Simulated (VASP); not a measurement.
Input of a VASP 6.6.1 run:

run.py

```python
from ase.calculators.vasp import Vasp
from ase.eos import EquationOfState
from ase.io import Trajectory
from ase.io import read
from ase.units import GPa

atoms = read('MnS.xyz')
atoms.set_initial_magnetic_moments([4.0, 4.0, 0.0, 0.0])
calc = Vasp(
    directory='calc',
    xc='pbe',
    pp='PBE',
    setups='materialsproject',
    prec='Accurate',
    encut=520,
    ediff=1e-06,
    ismear=0,
    sigma=0.05,
    lreal=False,
    lasph=True,
    nelm=120,
    algo='Normal',
    isif=2,
    lwave=False,
    lcharg=False,
    ispin=2,
    lorbit=11,
    lmaxmix=4,
    ivdw=3,
    kpts=[8, 8, 4],
    gamma=True,
)
atoms.calc = calc
cell = atoms.cell.copy()
volumes, energies = [], []
traj = Trajectory('eos.traj', 'w')
for x in [0.94, 0.96, 0.98, 1.0, 1.02, 1.04, 1.06]:
    atoms.set_cell(cell * x ** (1 / 3), scale_atoms=True)
    volumes.append(atoms.get_volume())
    energies.append(atoms.get_potential_energy())
    traj.write(atoms)
    print(f'{x:5.2f} {volumes[-1]:12.5f} {energies[-1]:14.6f}')

v0, e0, B = EquationOfState(volumes, energies, eos='birchmurnaghan').fit()
print(f'V0 = {v0:.4f} A^3, E0 = {e0:.6f} eV, B = {B / GPa:.2f} GPa')
```

The input MnS.xyz:

```xyz
4
Lattice="3.9535769233 0.0000000000 0.0000000000 -1.9767884617 3.4238980514 0.0000000000 0.0000000000 0.0000000000 6.3425288600" Properties=species:S:1:pos:R:3 pbc="T T T"
Mn     1.9767884618      1.1412993504      3.1639367161
Mn    -0.0000000002      2.2825987010      6.3352011461
S     -0.0000000002      2.2825987010      3.9714017186
S      1.9767884618      1.1412993504      0.8001372886
```

Potentials or basis: VASP PAW PBE potentials, release 64 (Mn_pv, S).

Command:

```bash
$ python run.py
```

**Question.** Predict the bulk modulus at fixed shape and positions.

**Answer.** 55 GPa (rough).

**Question.** What does it give for the equilibrium volume?

**Answer.** 22.42 Å³/atom (rough: see the caveat).

Energy against volume, from the lowest point:
| volume (Å³/atom) | energy (meV/atom) |
| --- | --- |
| 20.176 | 41.52 |
| 20.606 | 26.71 |
| 21.035 | 15.37 |
| 21.464 | 7.25 |
| 21.893 | 2.20 |
| 22.323 | 0.00 |
| 22.752 | 0.87 |

Caveat: the fit is doubtful: noisy points or a state that changes with volume; the cell was scaled at fixed shape and fractional positions, which overstates the stiffness of a crystal with free parameters, most of all of layers and chains.
